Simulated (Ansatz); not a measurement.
Crystal: SiNi.

```
Ni Si
1.0
     5.17310    0.00000    0.00000
     0.00000    3.33810    0.00000
     0.00000    0.00000    5.60490
Ni Si
4 4
Cartesian
  5.1328 2.5036 4.5539
  2.6268 0.8345 1.7514
  2.5463 2.5036 3.8535
  0.0403 0.8345 1.0510
  3.5111 0.8345 5.1425
  4.2486 2.5036 2.3400
  0.9245 0.8345 3.2649
  1.6620 2.5036 0.4624
```

```yaml
Program: Ansatz 0.2.0
Task: relaxation of cell and atoms
Functional: revPBE
Dispersion: D3(BJ)
Potentials_or_basis: Ansatz PAW
Cutoff: "420 eV (not typed: the program's choice for these potentials)"
k_mesh: 5 × 8 × 5
Occupations: fermi-dirac, width 0.05 eV
Spin: collinear spin, ferromagnetic start
Starting_moments: "[1.0, 1.0, 1.0, 1.0, 0.0, 0.0, 0.0, 0.0] μB"
```

At the start: volume 12.10 Å³/atom.

Q: Where does the relaxation end?

A: It ends after 6 steps and the volume is 11.57 Å³/atom (-4.4 %); space group Pnma (No. 62, to 0.05 Å); moment 0.00 μB per cell.

Step by step:
| step | energy change (eV) | largest force (eV/Å) | volume (Å³) |
| --- | --- | --- | --- |
| 1 | 0.0000 | 0.0772 | 96.79 |
| 2 | -0.0868 | 0.0657 | 94.52 |
| 3 | -0.1136 | 0.0501 | 92.22 |
| 4 | -0.1146 | 0.0185 | 92.54 |
| 5 | -0.1147 | 0.0031 | 92.55 |
| 6 | -0.1133 | 0.0031 | 92.55 |

Final structure:
```
Ni Si
1.0
     5.04103    0.00000    0.00000
     0.00000    3.35484    0.00000
     0.00000    0.00000    5.47277
Ni Si
4 4
Direct
  0.98888 0.75000 0.81421
  0.51112 0.25000 0.31421
  0.48888 0.75000 0.68579
  0.01112 0.25000 0.18579
  0.67564 0.25000 0.91200
  0.82436 0.75000 0.41200
  0.17564 0.25000 0.58800
  0.32436 0.75000 0.08800
```

The cell as given is a measured one (12.10 Å³/atom); revPBE+D3(BJ) puts the equilibrium volume -4.4 % from it, thermal expansion not counted.

Caveat: the plane-wave basis is chosen anew once the cell has moved, so the energies of steps on either side of that aren't comparable; pairwise dispersion overbinds metals, which lowers pressure and volume; the PAW data sets come from PBE, with cores solved anew for the run's functional, which leaves a small shift of forces and pressure; the starting moments weren't kept.
